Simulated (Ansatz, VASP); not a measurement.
# Two plane-wave programs on NaI

File INCAR:

```
SYSTEM = NaI
ALGO = Normal
EDIFF = 1E-6
ENCUT = 520
GGA = PE
ISIF = 2
ISMEAR = 0
LASPH = .TRUE.
LCHARG = .FALSE.
LREAL = .FALSE.
LWAVE = .FALSE.
NBANDS = 14
NELM = 80
PREC = Accurate
SIGMA = 0.05
```

File KPOINTS:

```
k-points
0
G
  6 6 6
  0 0 0
```

File POSCAR:

```
NaI
1.0
    0.0000000000      3.2364000000      3.2364000000
    3.2364000000      0.0000000000      3.2364000000
    3.2364000000      3.2364000000      0.0000000000
Na I
1 1
Direct
    0.0000000000     -0.0617970585      0.0000000000
    0.5000000000      0.5000000000      0.5000000000
```

Input for Ansatz:

```yaml
crystal:
  lattice:
    - [0.0, 3.2364, 3.2364]
    - [3.2364, 0.0, 3.2364]
    - [3.2364, 3.2364, 0.0]
  atoms:
    - { symbol: Na, position: [0.0, -0.0617970585, 0.0] }
    - { symbol: I, position: [0.5, 0.5, 0.5] }
basis:
  ecutwfc: 420
kpoints:
  mp_grid: { grid: [6, 6, 6] }
hamiltonian:
  xc: pbe
scf:
  occupations: { method: gaussian, width: 0.05 }
output:
  forces: true
  stress: true
  eigenvalues: true
  write_density: true
  write_potential: true
  elf: true
  volumetric_format: npy
```

Alike in both runs: task single point; functional PBE; k mesh 6 × 6 × 6; occupations gaussian, width 0.05 eV; no spin polarisation.

```csv
,VASP,Ansatz
version,VASP 6.6.1,Ansatz 0.2.0
potentials or method,"VASP PAW PBE potentials, release 64 (Na_pv, I)","scalar-relativistic, plane waves, PAW"
plane-wave cutoff (eV),520,420
valence electrons in the cell,14,26
```

```tsv
	VASP	Ansatz	Ansatz less VASP
gap on the k mesh at the Fermi level (eV)	3.65	3.66	+0.004
least direct gap on the mesh (eV)	3.65	3.66	+0.004
pressure (GPa)	0.9	0.8	-0.03
largest component of the traceless stress (GPa)	0.50	0.50	-0.003
rms of the force components (eV/Å)	0.158	0.156	-0.0013
```

Atom by atom the forces differ by 0.001 eV/Å (rms over components). The two sets of potentials don't hold the same shells in valence.

Caveats: spin-orbit coupling is left out, which moves the levels of the heavy elements.
